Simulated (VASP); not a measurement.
# TiS2 in VASP: relaxation of cell and atoms with PBEsol+D4

Aim: the relaxation of cell and atoms of TiS2 with PBEsol+D4.

All numbers are computed with VASP 6.6.1; they aren't measurements. Logs are shortened: lines on timing, memory, paths and dates and some standing lists are left out, and cuts for length are marked.

### 1 The structure

The cell holds a sheet with vacuum, 3 atoms: a = 3.400 Å, b = 3.400 Å, c = 18.860 Å, α = 90.00°, β = 90.00°, γ = 120.00°.

The cell was built by a generator and needn't be a form met in nature.

### 2 Relaxation of cell and atoms, PBEsol+D4

Input file INCAR:

```
SYSTEM = TiS2
ALGO = Normal
EDIFF = 1E-6
EDIFFG = -0.005
ENCUT = 600
GGA = PS
IBRION = 2
ISIF = 3
ISMEAR = 0
IVDW = 13
KPAR = 4
LASPH = .TRUE.
LATTICE_CONSTRAINTS = .TRUE. .TRUE. .FALSE.
LCHARG = .FALSE.
LREAL = .FALSE.
LWAVE = .FALSE.
NELM = 120
NSW = 40
PREC = Accurate
SIGMA = 0.08
```

Input file KPOINTS:

```
k-points
0
G
  12 12 1
  0 0 0
```

Input file POSCAR:

```
TiS2
1.0
    3.4000000000      0.0000000000      0.0000000000
   -1.7000000000      2.9444863700      0.0000000000
    0.0000000000      0.0000000000     18.8600000000
S Ti
2 1
Direct
    0.3333330000      0.6666670000      0.4241781500
    0.6666670000      0.3333330000      0.5758218500
    0.0000000000      0.0000000000      0.5000000000
```

Potentials or basis: VASP PAW PBE potentials, release 64 (S, Ti_sv).

The run is started by

```bash
cat potpaw_PBE.64/S/POTCAR potpaw_PBE.64/Ti_sv/POTCAR > POTCAR
mpirun -np 4 vasp_std > vasp.out
```

OUTCAR:

```text
SYSTEM = TiS2
   EDIFF = 1E-6
   EDIFFG = -0.005
   ENCUT = 600
   GGA = PS
   IBRION = 2
   ISIF = 3
   ISMEAR = 0
   IVDW = 13
   LASPH = .TRUE.
   LREAL = .FALSE.
   NELM = 120
   NSW = 40
   PREC = Accurate

 ion  position               nearest neighbor table
   1  0.333  0.667  0.424-   3 2.43   3 2.43   3 2.43
   2  0.667  0.333  0.576-   3 2.43   3 2.43   3 2.43
   3  0.000  0.000  0.500-   1 2.43   2 2.43   1 2.43   2 2.43   2 2.43   1 2.43

  LATTYP: Found a hexagonal cell.
 ALAT       =     3.4000000000
 C/A-ratio  =     5.5470588235

  Lattice vectors:

 A1 = (   3.4000000000,   0.0000000000,   0.0000000000)
 A2 = (  -1.7000000000,   2.9444863700,   0.0000000000)
 A3 = (   0.0000000000,   0.0000000000,  18.8600000000)

Analysis of symmetry for initial positions (statically):
=====================================================================
 Subroutine PRICEL returns:
 Original cell was already a primitive cell.

 Routine SETGRP: Setting up the symmetry group for a
 hexagonal supercell.

 Subroutine GETGRP returns: Found 12 space group operations
 (whereof 12 operations were pure point group operations)
 out of a pool of 24 trial point group operations.

The static configuration has the point symmetry D_3d.

Analysis of symmetry for dynamics (positions and initial velocities):
=====================================================================
 Subroutine PRICEL returns:
 Original cell was already a primitive cell.

 Routine SETGRP: Setting up the symmetry group for a
 hexagonal supercell.

 Subroutine GETGRP returns: Found 12 space group operations
 (whereof 12 operations were pure point group operations)
 out of a pool of 24 trial point group operations.

The dynamic configuration has the point symmetry D_3d.

 Subroutine INISYM returns: Found 12 space group operations
 (whereof 12 operations are pure point group operations),
 and found     1 'primitive' translations

----------------------------------------------------------------------------------------

                                     Primitive cell

  volume of cell :     188.8122

  direct lattice vectors                    reciprocal lattice vectors
     3.400000000  0.000000000  0.000000000     0.294117647  0.169808903  0.000000000
    -1.700000000  2.944486370  0.000000000     0.000000000  0.339617806  0.000000000
     0.000000000  0.000000000 18.860000000     0.000000000  0.000000000  0.053022269

  length of vectors
     3.400000000  3.399999998 18.860000000     0.339617805  0.339617806  0.053022269

  position of ions in fractional coordinates (direct lattice)
     0.333333000  0.666667000  0.424178150
     0.666667000  0.333333000  0.575821850
     0.000000000  0.000000000  0.500000000

  ion indices of the primitive-cell ions
   primitive index   ion index
                 1           1
                 2           2
                 3           3

----------------------------------------------------------------------------------------

 KPOINTS: k-points

Automatic generation of k-mesh.
 Grid dimensions read from file:
 generate k-points for:   12   12    1

 Generating k-lattice:

  Cartesian coordinates                     Fractional coordinates (reciprocal lattice)
     0.024509804  0.014150742  0.000000000     0.083333333  0.000000000  0.000000000
     0.000000000  0.028301484  0.000000000     0.000000000  0.083333333  0.000000000
     0.000000000  0.000000000  0.053022269     0.000000000  0.000000000  1.000000000

  Length of vectors
     0.028301484  0.028301484  0.053022269

  Shift w.r.t. Gamma in fractional coordinates (k-lattice)
     0.000000000  0.000000000  0.000000000

 Subroutine IBZKPT returns following result:
 ===========================================

 Found     19 irreducible k-points:

 Following reciprocal coordinates:
            Coordinates               Weight
  0.000000  0.000000  0.000000      1.000000
  0.083333  0.000000  0.000000      6.000000
  0.166667 -0.000000  0.000000      6.000000
  0.250000 -0.000000  0.000000      6.000000
  0.333333  0.000000  0.000000      6.000000
  0.416667  0.000000  0.000000      6.000000
[... 11 lines left out ...]
  0.333333  0.250000  0.000000     12.000000
  0.333333  0.333333  0.000000      2.000000
   k-points           NKPTS =     19   k-points in BZ     NKDIM =     19   number of bands    NBANDS=     16
   number of dos      NEDOS =    301   number of ions     NIONS =      3
   total plane-waves  NPLWV = 125440
   dimension x,y,z NGX =    28 NGY =   28 NGZ =  160
   dimension x,y,z NGXF=    56 NGYF=   56 NGZF=  320
   ions per type =               2   1
   NGX,Y,Z   is equivalent  to a cutoff of  13.69, 13.69, 14.10 a.u.
   NGXF,Y,Z  is equivalent  to a cutoff of  27.38, 27.38, 28.21 a.u.
 SYSTEM =  TiS2
   PREC   = accura    normal or accurate (medium, high low for compatibility)
   ISTART =      0    job   : 0-new  1-cont  2-samecut
   ICHARG =      2    charge: 1-file 2-atom 10-const
   ISPIN  =      1    spin polarized calculation?
   LNONCOLLINEAR =      F non collinear calculations
   LSORBIT =      F    spin-orbit coupling
   LASPH  =      T    aspherical Exc in radial PAW
   ENCUT  =  600.0 eV  44.10 Ry    6.64 a.u.   6.79  6.79 37.67*2*pi/ulx,y,z
   NELM   =    120;   NELMIN=  2; NELMDL= -5     # of ELM steps
   EDIFF  = 0.1E-05   stopping-criterion for ELM
   LREAL  =      F    real-space projection
   EDIFFG = -.5E-02   stopping-criterion for IOM
   NSW    =     40    number of steps for IOM
   IBRION =      2    ionic relax: 0-MD 1-quasi-New 2-CG
   NFREE  =      1    steps in history (QN), initial steepest desc. (CG)
   ISIF   =      3    stress and relaxation
   ISYM   =      2    0-nonsym 1-usesym 2-fastsym
   POTIM  = 0.5000    time-step for ionic-motion
   TEBEG  =    0.0;   TEEND  =   0.0 temperature during run
   PSTRESS=    0.0 pullay stress
   NELECT =      24.0000    total number of electrons
   NUPDOWN=      -1.0000    fix difference up-down
   EMIN   =  10.00;   EMAX   =-10.00  energy-range for DOS
   EFERMI =   0.00;   METHOD = LEGACY
   ISMEAR =     0;   SIGMA  =   0.08  broadening in eV -4-tet -1-fermi 0-gaus
   EFERMI_NEDOS =   21; number of points for ismear=-14 and -15
   IALGO  =     38    algorithm
   IMIX   =      4    mixing-type and parameters
     AMIX     =   0.40;   BMIX     =  1.00
     AMIX_MAG =   1.60;   BMIX_MAG =  1.00
  volume/ion in A,a.u.               =      62.94       424.72
  Fermi-wavevector in a.u.,A,eV,Ry     =   0.823130  1.555490  9.218536  0.677543
  Thomas-Fermi vector in A             =   1.934587
   LORBIT       =      0    0 simple, 1 ext, 2 COOP (PROOUT), +10 PAW based schemes
   GGA     = PS    functional components
   LHFCALC =     F    Hartree Fock is set to
   AEXX    =    0.0000 exact exchange contribution
   IVDW    =    13    specifies the selected vdW correction
   LEPSILON=     F    determine dielectric tensor
   LRPA    =     F    only Hartree local field effects (RPA)
 conjugate gradient relaxation of ions
 non-spin polarized calculation
 Gauss-broadening in eV      SIGMA  =   0.08
  energy-cutoff  :      600.00
  volume of cell :      188.81
 maximum number of plane-waves:      6345
 NGX is ok and might be reduce to    28
   NGX = 13   NGY = 13   NGZ = 75

--------------------------------------- Ionic step        1  -------------------------------------------

 number of electron      23.9999997 magnetization

 Free energy of the ion-electron system (eV)
  ---------------------------------------------------
  ext. energy  EPLUGINS =         0.00000000
  ---------------------------------------------------
  free energy    TOTEN  =       -21.05563383 eV

  energy without entropy =      -21.05351949  energy(sigma->0) =      -21.05457666

------------------------ aborting loop because EDIFF is reached ----------------------------------------

  DFT-D4 for vdW energy calculation

  Edisp (eV):   -0.32766

  FORCE on cell =-STRESS in cart. coord.  units (eV):
  Direction    XX          YY          ZZ          XY          YZ          ZX
  --------------------------------------------------------------------------------------
  -------------------------------------------------------------------------------------
  Total      -1.60386    -1.60386    -1.02486    -0.00000     0.00000     0.00000
  in kB     -13.60967   -13.60967    -8.69648    -0.00000     0.00000     0.00000
  external pressure =      -11.97 kB  Pullay stress =        0.00 kB

 VOLUME and BASIS-vectors are now :
 -----------------------------------------------------------------------------
  energy-cutoff  :      600.00
  volume of cell :      188.81
      direct lattice vectors                 reciprocal lattice vectors
     3.400000000  0.000000000  0.000000000     0.294117647  0.169808903  0.000000000
    -1.700000000  2.944486370  0.000000000     0.000000000  0.339617806  0.000000000
     0.000000000  0.000000000 18.860000000     0.000000000  0.000000000  0.053022269
[... 206 lines left out ...]
 POSITION                                       TOTAL-FORCE (eV/Angst)
 -----------------------------------------------------------------------------------
     -0.00000      1.92388      7.99795         0.000000     -0.000000      0.042460
      1.66613      0.96194     10.86205        -0.000000      0.000000     -0.042460
      0.00000      0.00000      9.43000         0.000000      0.000000      0.000000
 -----------------------------------------------------------------------------------
    total drift:                               -0.000000      0.000000      0.000000

  FREE ENERGIE OF THE ION-ELECTRON SYSTEM (eV)
  ---------------------------------------------------
  free  energy   TOTEN  =       -21.4147415891 eV

  energy  without entropy=      -21.4128245814  energy(sigma->0) =      -21.41378309

--------------------------------------- Ionic step        7  -------------------------------------------

 number of electron      23.9999999 magnetization

 Free energy of the ion-electron system (eV)
  ---------------------------------------------------
  ext. energy  EPLUGINS =         0.00000000
  ---------------------------------------------------
  free energy    TOTEN  =       -21.07441879 eV

  energy without entropy =      -21.07249688  energy(sigma->0) =      -21.07345784

 E-fermi :  -2.2651     XC(G=0):  -3.6873

 val. band max:       -2.5058883524   @ k =   0.0833   0.0000   0.0000
 cond. band min:      -2.2513287162   @ k =   0.5000  -0.0000   0.0000
 fundamental gap:      0.2545596361
 Fermi energy:        -2.2650513622

 k-point     1 :       0.0000    0.0000    0.0000
  band No.  band energies     occupation
      1     -59.5186      2.00000
      2     -35.8721      2.00000
      3     -35.8015      2.00000
      4     -35.8015      2.00000
      5     -15.9610      2.00000
      6     -14.7011      2.00000
[... 8 lines left out ...]
     15      -1.1721      0.00000
     16       1.6166      0.00000
[... 366 lines left out ...]
 POSITION                                       TOTAL-FORCE (eV/Angst)
 -----------------------------------------------------------------------------------
     -0.00000      1.92647      8.00291        -0.000000     -0.000000      0.000960
      1.66837      0.96323     10.85709         0.000000      0.000000     -0.000960
      0.00000      0.00000      9.43000         0.000000      0.000000      0.000000
 -----------------------------------------------------------------------------------
    total drift:                                0.000000     -0.000000      0.000000

  FREE ENERGIE OF THE ION-ELECTRON SYSTEM (eV)
  ---------------------------------------------------
  free  energy   TOTEN  =       -21.4149830106 eV

  energy  without entropy=      -21.4130610939  energy(sigma->0) =      -21.41402205

 reached required accuracy - stopping structural energy minimisation
```

It took 2 min on 4 MPI ranks of Intel Xeon Platinum 8559C (Emerald Rapids), shared host; peak memory 0.4 GiB.

What came out:

```
Free energy                            : -21.4150 eV
Relaxed volume                         : 60.62 Å³/atom
Relaxed cell                           : a = 3.337 Å, b = 3.337 Å, c = 18.860 Å, α = 90.00°, β = 90.00°, γ = 120.00°
Space group after relaxing (to 0.05 Å) : P-3m1 (No. 164)
Energy gained by relaxing              : 10.6 meV/atom
Ionic steps                            : 7
Band gap on the k mesh                 : none (metal or under the smearing width)
Dispersion energy per atom             : -0.114 eV
```

Step by step:
| step | energy change (eV) | largest force (eV/Å) | pressure (GPa) | volume (Å³) |
| --- | --- | --- | --- | --- |
| 1 | 0.0000 | 0.3551 | -1.20 | 188.81 |
| 2 | -0.0204 | 0.3276 | 0.82 | 179.20 |
| 3 | -0.0310 | 0.0665 | 0.03 | 182.64 |
| 4 | -0.0314 | 0.0424 | 0.01 | 182.36 |
| 5 | -0.0317 | 0.0142 | 0.00 | 182.03 |
| 6 | -0.0314 | 0.0425 | -0.02 | 181.36 |
| 7 | -0.0317 | 0.0010 | 0.00 | 181.85 |

Final structure:
```xyz
3
Lattice="3.3367 0.0000 0.0000 -1.6684 2.8897 0.0000 0.0000 0.0000 18.8600" Properties=species:S:1:pos:R:3 pbc="T T T"
S     0.0000    1.9265    8.0029
S     1.6684    0.9632   10.8571
Ti    0.0000    0.0000    9.4300
```

Caveat: the PAW data sets were made with another functional, which shifts forces and pressure a little.
